**Q:** I have the vibrations of silicon here, eighteen frequencies in three groups. What am I looking at, and why do three of them vanish?

Harmonic phonons of silicon (two-atom cell, geometry as given) from ABINIT 10.8.3 with PBE, PseudoDojo NC SR PBE v0.4.1 standard pseudopotentials, a 381 eV cutoff (0.78 of the recommended value) and a shifted 4×4×4 k mesh. Phonon q rows 1, 2 and 3 are (0, 0, 0), (½, 0, 0) and (½, ½, 0) in reciprocal-lattice coordinates. The acoustic sum rule is imposed.

| row | phonon q row (row) | phonon frequency (cm⁻¹) |
| --- | --- | --- |
| 1 | 1 | 0.0 |
| 2 | 1 | 0.0 |
| 3 | 1 | 0.0 |
| 4 | 1 | 510.0 |
| 5 | 1 | 510.0 |
| 6 | 1 | 510.0 |
| 7 | 2 | 108.5 |
| 8 | 2 | 108.5 |
| 9 | 2 | 372.2 |
| 10 | 2 | 408.8 |
| 11 | 2 | 485.7 |
| 12 | 2 | 485.7 |
| 13 | 3 | 142.8 |
| 14 | 3 | 142.8 |
| 15 | 3 | 406.4 |
| 16 | 3 | 406.4 |
| 17 | 3 | 456.8 |
| 18 | 3 | 456.8 |

**A:** Each group belongs to one wave vector, which says how the motion changes phase from cell to cell. In the column "phonon q row", 1 is Γ, where all cells move alike, 2 is L, and 3 is X. The cell holds two atoms that can each move in three directions, so every wave vector has six modes.

Rows 1 to 3 are the whole crystal sliding along, which stretches no bond and costs no energy. The calculation imposes this condition, so the clean zeros don't show that it is converged. In rows 4 to 6 the two atoms of the cell move against each other. Those three frequencies are equal because the crystal is cubic and the moving atoms carry no effective charge; in a polar crystal an electric field would split them.

**Q:** Row 13 has the same atoms and the same bonds as row 4. Why is it at 143 cm⁻¹ and not near 510?

**A:** Because row 4 stretches bonds and row 13 mostly turns them. X is a wave along a cube edge, so think of the crystal as a stack of atomic planes, each moving rigidly. That makes it a chain of beads and springs. The comparison holds for this direction and, in its simplest form, for forces between adjacent planes only.

Now look at sideways motion. An atom has two bonds to the plane above, lying in one upright sheet, and two to the plane below, in a sheet at right angles to the first. Motion within a sheet stretches its bonds, whereas motion across it only turns them. The springs of the chain are therefore alternately stiff and soft; call them $K_s$ and $K_w$, and let $m$ be the mass of an atom.

At Γ, adjacent planes move oppositely and strain both kinds of spring, so the squared angular frequency is $\omega^2 = 2(K_s+K_w)/m$. At X, the lowest mode moves two planes one way and the next two the other way. The stiff springs then stay unstrained, and $\omega^2 = 2K_w/m$. The ratio of the squares, $(142.8/510)^2$, is about 0.08, so in this model the soft spring supplies only 8 percent of the combined sideways stiffness. Treat that as an effective figure: it also absorbs forces between more distant planes, which come up below.

**Q:** You took that stiffness from row 13 itself. Does it predict anything else?

**A:** It does for the lowest pair at L, which wasn't used to set it. If every bond resists stretching and turning just as it does at X, the same springs put that pair at 101 cm⁻¹, and the full calculation gives 108.5. The test is a mild one: 101 is simply row 13 divided by $\sqrt{2}$, and springs on the angles between bonds are expected to give the same ratio. The model also misses the upper sideways pair at X, with 489.6 against 456.8 cm⁻¹ in row 17, so one soft spring doesn't describe all the sideways modes. With stretching springs alone, the lowest pairs at L and X would both fall to zero. In this model, resistance to turning bonds is thus what gives these modes their frequency.

**Q:** Does this difference between stiff and soft modes matter at room temperature?

**A:** It decides which vibrations are thermally excited. One quantum of row 4 is 63 meV, well above the thermal energy of about 26 meV, so the mode holds only 0.09 quanta on average at 300 K. A quantum of row 13 is about 18 meV, and such modes are well populated.

For a charge carrier with enough energy to do either, the phonon factor favours emitting a quantum of row 4 over absorbing one by about 12 to 1. How often either happens depends on the coupling between carriers and vibrations, which this calculation doesn't give.

**Q:** What about the middle pair at X, rows 15 and 16? Can I get it from row 4 by hand?

**A:** You can get a first estimate, and its error is instructive. These modes move the planes along the wave direction. All four bonds of an atom are equally inclined to that direction, so the chain now has equal springs $K$.

At Γ, adjacent planes move by $u$ and $-u$, and each of the two springs on a plane changes length by $2u$. The restoring force is $4Ku$, which gives $\omega^2 = 4K/m$. At X, the displacements run $u, 0, -u, 0$. Each spring on a moving plane changes by only $u$, the force is $2Ku$, and $\omega^2 = 2K/m$. Therefore

$$\omega_X = \frac{\omega_\Gamma}{\sqrt{2}} = \frac{510}{1.414} \approx 361\ \mathrm{cm^{-1}}.$$

Shifting the pattern by one plane gives a second mode of the same frequency, which is why rows 15 and 16 are equal. The calculated value, however, is 406 cm⁻¹, so the estimate is 46 cm⁻¹ too low.

**Q:** What did the chain leave out?

**A:** It left out forces between planes that are two steps apart. At Γ such planes move together, so a spring between them would never be strained. In the middle pair at X they move oppositely, and the same spring would raise the frequency. The table thus reveals forces that row 4 can't feel.

Theory offers a natural source. Bending the angle between two bonds involves the atoms at both outer ends, and these sit two planes apart or in the same plane. Springs that resist only a change of angle raise the middle pair and lower the sideways modes at X on average. The table shows both shifts: the sideways modes there have a root-mean-square frequency of 338 cm⁻¹, against 361 in the chain.

The two shifts nearly balance. If forces acted only between the two sublattices, the sum of the six squared frequencies would be the same at every wave vector, since such forces can only share it out differently. The calculated sums at L and X exceed that at Γ by less than 3 percent. Forces within a sublattice therefore add little to the total. Springs on the angle alone would make the sum at X smaller than at Γ, not slightly larger, and if they are weak enough to match row 13 they are expected to supply only a small part of the rise of the middle pair. They give the right direction but can't be the whole story. Taken together, the forces within a sublattice mainly move stiffness from sideways to lengthwise motion at X; at L such a transfer accounts for only about half of the lengthwise gain.

At L the model misses by more. For row 9, the lower lengthwise mode, the model with sideways stiffness gives 292 cm⁻¹, whereas the calculation gives 372. Forces within a sublattice raise both lengthwise modes there, yet row 10 lies below the model, so the coupling between the sublattices must also differ from the model's. The output below compares both spring models with every row. Use them to see which modes are soft, but not to replace the full calculation for lengthwise modes.

**Q:** If I swapped silicon for germanium or carbon, could I simply rescale row 4 by the mass?

**A:** That works well for one of them. A frequency goes as the square root of stiffness over mass. With silicon's forces and germanium's mass, row 4 would move to $510\sqrt{28/73} \approx 316$ cm⁻¹. I recall roughly 300 for germanium, so the heavier atom explains most of the drop.

For carbon the same step gives 779 cm⁻¹, while diamond vibrates at roughly 1300, again a recalled value. The frequency ratio squared means that diamond's effective stiffness is nearly three times silicon's. Its short, strong bonds matter as much as its light atoms. Mass scaling is thus a good first guess only where the bonds are similar.

**Q:** The frequencies are printed to a tenth of a wavenumber. How many of those digits should I believe?

**A:** Believe differences of tens of wavenumbers, such as the 46 cm⁻¹ by which the chain fails at X. I wouldn't interpret the 2.4 cm⁻¹ between row 10 and rows 15 and 16. The wave cutoff is below the recommended one and the k mesh is modest, so a gap of that size could change with better settings. Exactly equal frequencies within a pair are no test of accuracy either, because symmetry enforces them.

The cell size also matters. The run reports a pressure of 1.21 GPa, which suggests a lattice slightly smaller than this functional would choose, though the cutoff is too low for a reliable stress. The absolute values also carry the functional's own error, and PBE at its own lattice constant usually places silicon's optical mode somewhat below the measured one. Relaxing the cell should lower row 4 by several cm⁻¹ and slightly raise the lowest pairs at L and X, because silicon's soft sideways modes respond to volume in the unusual direction. Neither change would disturb the order of stiff and soft modes.

Numerical output:

```
Spring models in 1/cm:
  row  computed  stretching only  with sideways stiffness
    1         0                0                        0
    2         0                0                        0
    3         0                0                        0
    4       510              510                      510
    5       510              510                      510
    6       510              510                      510
    7     108.5                0                      101
    8     108.5                0                      101
    9     372.2              255                    292.3
   10     408.8            441.7                      418
   11     485.7              510                    499.9
   12     485.7              510                    499.9
   13     142.8                0                    142.8
   14     142.8                0                    142.8
   15     406.4            360.6                    360.6
   16     406.4            360.6                    360.6
   17     456.8              510                    489.6
   18     456.8              510                    489.6
rms miss at L and X, stretching only, 1/cm: 86.69
rms miss at L and X, with sideways stiffness, 1/cm: 33.33
squared lowest frequency at X as percent of squared Gamma optical: 7.84
squared lowest frequency at L as percent of squared Gamma optical: 4.526
sum of squared frequencies at L, percent above Gamma: 2.653
sum of squared frequencies at X, percent above Gamma: 1.043
Gamma optical over root two, 1/cm: 360.6
longitudinal pair at X above that value, 1/cm: 45.78
rms longitudinal frequency at L, 1/cm: 390.9
rms transverse frequency at L, 1/cm: 351.9
rms transverse frequency at X, 1/cm: 338.4
upper longitudinal mode at L minus pair at X, 1/cm: 2.4
Gamma optical quantum, meV: 63.23
thermal occupation of Gamma optical mode at 300 K: 0.09487
emission over absorption at 300 K: 11.54
Gamma optical with germanium mass and silicon forces, 1/cm: 315.9
Gamma optical with carbon mass and silicon forces, 1/cm: 779
stiffness of diamond over silicon from rough recalled 1300 1/cm: 2.785
```
